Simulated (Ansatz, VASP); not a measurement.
# One calculation of Te, two programs

POSCAR

```
Te
1.0
    4.4712577270      0.0000000000      0.0000000000
   -2.2356288635      3.8722227785      0.0000000000
    0.0000000000      0.0000000000      5.7875359771
Te
3
Direct
    0.2700842828      0.0000000000      0.3333333333
    0.0000000000      0.2700842828      0.6666666667
    0.7299157172      0.7299157172      0.0000000000
```

Contents of INCAR.step1:

```
SYSTEM = Te
PREC = Accurate
ENCUT = 520
ISMEAR = 0
SIGMA = 0.01
LREAL = .FALSE.
LASPH = .TRUE.
NELM = 80
NBANDS = 16
GGA = PE
ALGO = Normal
EDIFF = 1E-4
LWAVE = .TRUE.
LCHARG = .FALSE.
```

File INCAR.step2:

```
SYSTEM = Te
PREC = Accurate
ENCUT = 520
EDIFF = 1E-7
ISMEAR = 0
SIGMA = 0.01
LREAL = .FALSE.
LASPH = .TRUE.
NELM = 80
ALGO = Normal
ISIF = 2
LWAVE = .FALSE.
LCHARG = .TRUE.
METAGGA = R2SCAN
LMIXTAU = .TRUE.
LELF = .TRUE.
LVHAR = .TRUE.
NBANDS = 16
ISTART = 1
```

Contents of KPOINTS:

```
Automatic mesh
0
G
  6 6 4
  0 0 0
```

Input for Ansatz:

```yaml
crystal:
  lattice:
    - [4.471257727, 0.0, 0.0]
    - [-2.2356288635, 3.8722227785, 0.0]
    - [0.0, 0.0, 5.7875359771]
  atoms:
    - { symbol: Te, position: [0.2700842828, 0.0, 0.3333333333] }
    - { symbol: Te, position: [0.0, 0.2700842828, 0.6666666667] }
    - { symbol: Te, position: [0.7299157172, 0.7299157172, 0.0] }
kpoints:
  mp_grid: { grid: [6, 6, 4] }
  band_path:
    path:
      - [0.0, 0.0, 0.0]
      - [0.5, 0.0, 0.0]
      - [0.3333333333, 0.3333333333, 0.0]
      - [0.0, 0.0, 0.5]
      - [0.5, 0.0, 0.5]
      - [0.3333333333, 0.3333333333, 0.5]
      - [0.286458, 0.356771, -0.5]
      - [0.0, 0.0, 0.455729]
    npoints: 1
hamiltonian:
  xc: r2scan
scf:
  occupations: { method: fixed }
  n_extra_bands: 4
output:
  forces: true
  stress: true
  eigenvalues: true
  write_density: true
  write_potential: true
  elf: true
  volumetric_format: npy
```

Change from the starting cell: uniaxial_z strain -2.7%.

Alike in both runs: task single point; functional r2SCAN; k mesh 6 × 6 × 4; no spin polarisation.

|  | VASP | Ansatz |
| --- | --- | --- |
| version | VASP 6.6.1 | Ansatz 0.2.0 |
| potentials or method | VASP PAW PBE potentials, release 64 (Te) | plane waves, PAW |
| plane-wave cutoff (eV) | 520 | 500 |
| occupations | gaussian, width 0.01 eV | fixed |
| valence electrons in the cell | 18 | 48 |

|  | VASP | Ansatz | Ansatz less VASP |
| --- | --- | --- | --- |
| gap on the k mesh at the Fermi level (eV) | 0.46 | 0.47 | +0.009 |
| pressure (GPa) | 2.1 | 2.0 | -0.03 |
| largest component of the traceless stress (GPa) | 0.78 | 0.75 | -0.030 |
| rms of the force components (eV/Å) | 0.001 | 0.016 | +0.0143 |

Atom by atom the forces differ by 0.017 eV/Å (rms over components). The two sets of potentials don't hold the same shells in valence.

Caveats: the PAW data sets were made with another functional, which shifts forces and pressure a little (VASP); spin-orbit coupling is left out, which moves the levels of the heavy elements.
